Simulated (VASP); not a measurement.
# Nb in VASP: relaxation of the atoms with PBE

Aim: the relaxation of the atoms of Nb with PBE.

Program: VASP 6.6.1. These are calculated values, not measurements. Logs are shortened: lines on timing, memory, paths and dates and some standing lists are left out, and cuts for length are marked.

**1. The structure**

The cell holds a slab with vacuum, 4 atoms: a = 2.866 Å, b = 2.866 Å, c = 28.280 Å, α = 90.00°, β = 90.00°, γ = 109.47°.

The cell was built by a generator and needn't be a form met in nature.

**2. Relaxation of the atoms, PBE**

Contents of INCAR:

```
ALGO = Normal ; DIPOL = 0.5 0.5 0.500
EDIFF = 1E-6 ; EDIFFG = -0.02
ENCUT = 520 ; GGA = PE
IBRION = 2 ; IDIPOL = 3
ISIF = 2 ; ISMEAR = 1
LASPH = T ; LCHARG = F
LDIPOL = T ; LREAL = F
LWAVE = F ; NELM = 120
NSW = 90 ; PREC = Accurate
SIGMA = 0.1
```

Contents of KPOINTS:

```
k-points
0
Gamma
  12 12 1
```

Contents of POSCAR:

```
Nb
1.0
    2.8655568500      0.0000000000      0.0000000000
   -0.9551856200      2.7016728600      0.0000000000
    0.0000000000      0.0000000000     28.2800156200
Nb
4
Selective dynamics
Direct
    0.0000000000      0.0000000000      0.3758993900  F F F
    0.5000000000      0.5000000000      0.4586319400  T T T
    0.0000000000      0.0000000000      0.5413680600  T T T
    0.5000000000      0.5000000000      0.6241006100  T T T
```

Potentials or basis: VASP PAW PBE potentials, release 64 (Nb_sv).

The run is started by

```sh
cat potpaw_PBE.64/Nb_sv/POTCAR > POTCAR
mpirun -np 1 vasp_std > vasp.out
```

OUTCAR:

```text
EDIFF = 1E-6
   EDIFFG = -0.02
   ENCUT = 520
   GGA = PE
   IBRION = 2
   ISIF = 2
   ISMEAR = 1
   LASPH = T
   LREAL = F
   NELM = 120
   NSW = 90
   PREC = Accurate

 ion  position               nearest neighbor table
   1  0.000  0.000  0.376-   2 2.87   2 2.87
   2  0.500  0.500  0.459-   1 2.87   1 2.87   3 2.87   3 2.87
   3  0.000  0.000  0.541-   4 2.87   4 2.87   2 2.87   2 2.87
   4  0.500  0.500  0.624-   3 2.87   3 2.87

  LATTYP: Found a base centered orthorhombic cell.
 ALAT       =     3.3088599969
 B/A-ratio  =     1.4142135723
 C/A-ratio  =     8.5467549690

  Lattice vectors:

 A1 = (   2.8655568500,   0.0000000000,   0.0000000000)
 A2 = (  -0.9551856200,   2.7016728600,   0.0000000000)
 A3 = (   0.0000000000,   0.0000000000,  28.2800156200)

Analysis of symmetry for initial positions (statically):
=====================================================================
 Subroutine PRICEL returns:
 Original cell was already a primitive cell.

 Routine SETGRP: Setting up the symmetry group for a
 base centered orthorhombic supercell.

 Subroutine GETGRP returns: Found  8 space group operations
 (whereof  4 operations were pure point group operations)
 out of a pool of  8 trial point group operations.

The static configuration has the point symmetry C_2v.
 The point group associated with its full space group is D_2h.

Analysis of symmetry for dynamics (positions and initial velocities):
=====================================================================
 Subroutine PRICEL returns:
 Original cell was already a primitive cell.

 Routine SETGRP: Setting up the symmetry group for a
 base centered orthorhombic supercell.

 Subroutine GETGRP returns: Found  8 space group operations
 (whereof  4 operations were pure point group operations)
 out of a pool of  8 trial point group operations.

The dynamic configuration has the point symmetry C_2v.
 The point group associated with its full space group is D_2h.

Analysis of constrained symmetry for selective dynamics:
=====================================================================
 Subroutine PRICEL returns:
 Original cell was already a primitive cell.

 Routine SETGRP: Setting up the symmetry group for a
 base centered orthorhombic supercell.

 Subroutine GETGRP returns: Found  4 space group operations
 (whereof  4 operations were pure point group operations)
 out of a pool of  8 trial point group operations.

The constrained configuration has the point symmetry C_2v.

 Subroutine INISYM returns: Found  4 space group operations
 (whereof  4 operations are pure point group operations),
 and found     1 'primitive' translations

----------------------------------------------------------------------------------------

                                     Primitive cell

  volume of cell :     218.9381

  direct lattice vectors                    reciprocal lattice vectors
     2.865556850  0.000000000  0.000000000     0.348972312  0.123380347  0.000000000
    -0.955185620  2.701672860  0.000000000     0.000000000  0.370141039  0.000000000
     0.000000000  0.000000000 28.280015620     0.000000000  0.000000000  0.035360659

  length of vectors
     2.865556850  2.865556806 28.280015620     0.370141034  0.370141039  0.035360659

  position of ions in fractional coordinates (direct lattice)
     0.000000000  0.000000000  0.375899390
     0.500000000  0.500000000  0.458631940
     0.000000000  0.000000000  0.541368060
     0.500000000  0.500000000  0.624100610

  ion indices of the primitive-cell ions
   primitive index   ion index
                 1           1
                 2           2
                 3           3
                 4           4

----------------------------------------------------------------------------------------

 KPOINTS: k-points

Automatic generation of k-mesh.
 Grid dimensions read from file:
 generate k-points for:   12   12    1
[... 47 lines left out ...]
   number of dos      NEDOS =    301   number of ions     NIONS =      4
   total plane-waves  NPLWV = 120960
   dimension x,y,z NGX =    24 NGY =   24 NGZ =  210
   dimension x,y,z NGXF=    48 NGYF=   48 NGZF=  420
   ions per type =               4
   NGX,Y,Z   is equivalent  to a cutoff of  13.92, 13.92, 12.34 a.u.
   NGXF,Y,Z  is equivalent  to a cutoff of  27.85, 27.85, 24.69 a.u.
 SYSTEM =  unknown system
   PREC   = accura    normal or accurate (medium, high low for compatibility)
   ISTART =      0    job   : 0-new  1-cont  2-samecut
   ICHARG =      2    charge: 1-file 2-atom 10-const
   ISPIN  =      1    spin polarized calculation?
   LNONCOLLINEAR =      F non collinear calculations
   LSORBIT =      F    spin-orbit coupling
   LASPH  =      T    aspherical Exc in radial PAW
   ENCUT  =  520.0 eV  38.22 Ry    6.18 a.u.   5.33  5.33 52.58*2*pi/ulx,y,z
   NELM   =    120;   NELMIN=  2; NELMDL= -5     # of ELM steps
   EDIFF  = 0.1E-05   stopping-criterion for ELM
   LREAL  =      F    real-space projection
   EDIFFG = -.2E-01   stopping-criterion for IOM
   NSW    =     90    number of steps for IOM
   IBRION =      2    ionic relax: 0-MD 1-quasi-New 2-CG
   NFREE  =      1    steps in history (QN), initial steepest desc. (CG)
   ISIF   =      2    stress and relaxation
   ISYM   =      2    0-nonsym 1-usesym 2-fastsym
   POTIM  = 0.5000    time-step for ionic-motion
   TEBEG  =    0.0;   TEEND  =   0.0 temperature during run
   PSTRESS=    0.0 pullay stress
   NELECT =      52.0000    total number of electrons
   NUPDOWN=      -1.0000    fix difference up-down
   EMIN   =  10.00;   EMAX   =-10.00  energy-range for DOS
   EFERMI =   0.00;   METHOD = LEGACY
   ISMEAR =     1;   SIGMA  =   0.10  broadening in eV -4-tet -1-fermi 0-gaus
   EFERMI_NEDOS =   21; number of points for ismear=-14 and -15
   IALGO  =     38    algorithm
   IMIX   =      4    mixing-type and parameters
     AMIX     =   0.40;   BMIX     =  1.00
     AMIX_MAG =   1.60;   BMIX_MAG =  1.00
  volume/ion in A,a.u.               =      54.73       369.37
  Fermi-wavevector in a.u.,A,eV,Ry     =   1.013839  1.915877 13.985001  1.027869
  Thomas-Fermi vector in A             =   2.147031
   LORBIT       =      0    0 simple, 1 ext, 2 COOP (PROOUT), +10 PAW based schemes
   GGA     = PE    functional components
   LHFCALC =     F    Hartree Fock is set to
   AEXX    =    0.0000 exact exchange contribution
   IVDW    =     0    specifies the selected vdW correction
   LEPSILON=     F    determine dielectric tensor
   LRPA    =     F    only Hartree local field effects (RPA)
 conjugate gradient relaxation of ions
 non-spin polarized calculation
 Methfessel and Paxton  Order N= 1 SIGMA  =   0.10
  energy-cutoff  :      520.00
  volume of cell :      218.94
 maximum number of plane-waves:      5938
 NGX is ok and might be reduce to    24
   NGX = 11   NGY = 11   NGZ =105

--------------------------------------- Ionic step        1  -------------------------------------------

 number of electron      52.0000001 magnetization

 Free energy of the ion-electron system (eV)
  ---------------------------------------------------
  ext. energy  EPLUGINS =         0.00000000
  ---------------------------------------------------
  free energy    TOTEN  =       -38.83293251 eV

  energy without entropy =      -38.83301242  energy(sigma->0) =      -38.83295914

------------------------ aborting loop because EDIFF is reached ----------------------------------------

  FORCE on cell =-STRESS in cart. coord.  units (eV):
  Direction    XX          YY          ZZ          XY          YZ          ZX
  --------------------------------------------------------------------------------------
  -------------------------------------------------------------------------------------
  Total       -4.6820351     -4.1655151     -2.0221044      0.7304693      0.0000000      0.0000000
  in kB      -34.2628757    -30.4830113    -14.7976489      5.3455340      0.0000000      0.0000000
  external PRESSURE =     -26.5145119 kB  Pullay stress =       0.0000000 kB
[... 95 lines left out ...]
  FREE ENERGIE OF THE ION-ELECTRON SYSTEM (eV)
  ---------------------------------------------------
  free  energy   TOTEN  =       -38.8581550078 eV

  energy  without entropy=      -38.8593413678  energy(sigma->0) =      -38.85855046

 vacuum level on the upper side and lower side of the slab       (xc-potential included)        -0.033         0.001

[... ionic steps 4 to 9 ...]

--------------------------------------- Ionic step       10  -------------------------------------------

 number of electron      51.9999997 magnetization

------------------------ aborting loop because EDIFF is reached ----------------------------------------
[... 65 lines left out ...]
  FREE ENERGIE OF THE ION-ELECTRON SYSTEM (eV)
  ---------------------------------------------------
  free  energy   TOTEN  =       -38.8818798922 eV

  energy  without entropy=      -38.8847785981  energy(sigma->0) =      -38.88284613

 dipolmoment           0.000000      0.000000     -0.000464 electrons x Angstroem

--------------------------------------- Ionic step       12  -------------------------------------------

 number of electron      51.9999997 magnetization

 dipolmoment           0.000000      0.000000      0.000028 electrons x Angstroem

 Free energy of the ion-electron system (eV)
  ---------------------------------------------------
  ext. energy  EPLUGINS =         0.00000000
  ---------------------------------------------------
  free energy    TOTEN  =       -38.88230851 eV

  energy without entropy =      -38.88508687  energy(sigma->0) =      -38.88323463

 E-fermi :   0.8101     XC(G=0):  -4.8300

 val. band max:        0.7971751227   @ k =   0.1667  -0.0000   0.0000
 cond. band min:       0.8480848412   @ k =   0.0833   0.0833   0.0000
 fundamental gap:      0.0509097185
 Fermi energy:         0.8100617280

 k-point     1 :       0.0000    0.0000    0.0000
  band No.  band energies     occupation
      1     -53.7865      2.00000
      2     -53.7791      2.00000
      3     -53.4961      2.00000
      4     -53.3904      2.00000
      5     -30.3111      2.00000
      6     -30.1060      2.00000
[... 805 lines left out ...]
     30       2.7091     -0.00000
     31       3.2107      0.00000

 [... further k-points ...]

------------------------ aborting loop because EDIFF is reached ----------------------------------------

 vacuum level on the upper side and lower side of the slab       (xc-potential included)        -0.013        -0.011

  FORCE on cell =-STRESS in cart. coord.  units (eV):
  Direction    XX          YY          ZZ          XY          YZ          ZX
  --------------------------------------------------------------------------------------
  -------------------------------------------------------------------------------------
  Total       -2.7014379     -2.2355092     -0.0569940      0.6589226      0.0000000      0.0000000
  in kB      -19.7689746    -16.3593340     -0.4170787      4.8219591      0.0000000      0.0000000
  external PRESSURE =     -12.1817958 kB  Pullay stress =       0.0000000 kB
[... 19 lines left out ...]
  FREE ENERGIE OF THE ION-ELECTRON SYSTEM (eV)
  ---------------------------------------------------
  free  energy   TOTEN  =       -38.8823085075 eV

  energy  without entropy=      -38.8850868653  energy(sigma->0) =      -38.88323463

 reached required accuracy - stopping structural energy minimisation

 vacuum level on the upper side and lower side of the slab         5.294         5.293
```

Wall time 37 min (1 thread of AMD EPYC 9R45 (Zen 5), shared host); peak memory 0.46 GiB.

Results:

```yaml
Free_energy: -38.8823 eV
Energy_gained_by_relaxing: 12.3 meV/atom
Ionic_steps: 12
Band_gap_on_the_k_mesh: none (metal or under the smearing width)
```

The path:
```csv
step,energy change (eV),largest force (eV/Å),pressure (GPa)
1,0.0000,0.4036,-2.65
2,-0.0168,0.3692,-2.53
3,-0.0252,0.3248,-2.30
4,-0.0252,0.3283,-2.32
5,-0.0279,0.3105,-2.25
6,-0.0349,0.2585,-2.06
7,-0.0450,0.1399,-1.67
8,-0.0467,0.1396,-0.84
9,-0.0493,0.0349,-1.23
10,-0.0493,0.0348,-1.21
11,-0.0489,0.0797,-1.25
12,-0.0494,0.0052,-1.22
```

Final structure:
```yaml
crystal:
  lattice:
    - [2.86556, 0.00000, 0.00000]
    - [-0.95519, 2.70167, 0.00000]
    - [0.00000, 0.00000, 28.28002]
  atoms:
    - { symbol: Nb, position: [0.00000, 0.00000, 0.37590] }
    - { symbol: Nb, position: [0.50000, 0.50000, 0.45461] }
    - { symbol: Nb, position: [0.00000, 0.00000, 0.53799] }
    - { symbol: Nb, position: [0.50000, 0.50000, 0.61674] }
```

Levels at points of the mesh, in eV from the Fermi level:
| k point | band 24 | band 25 | band 26 | band 27 | band 28 | band 29 |
| --- | --- | --- | --- | --- | --- | --- |
| (0.00, 0.00, 0.00) | -0.47 | -0.26 | 0.16 | 0.24 | 0.51 | 0.86 |
| (0.50, 0.00, 0.00) | -1.37 | 0.18 | 0.18 | 1.67 | 1.67 | 2.84 |
| (0.50, 0.50, 0.00) | -0.64 | -0.26 | 1.60 | 1.90 | 2.16 | 2.28 |
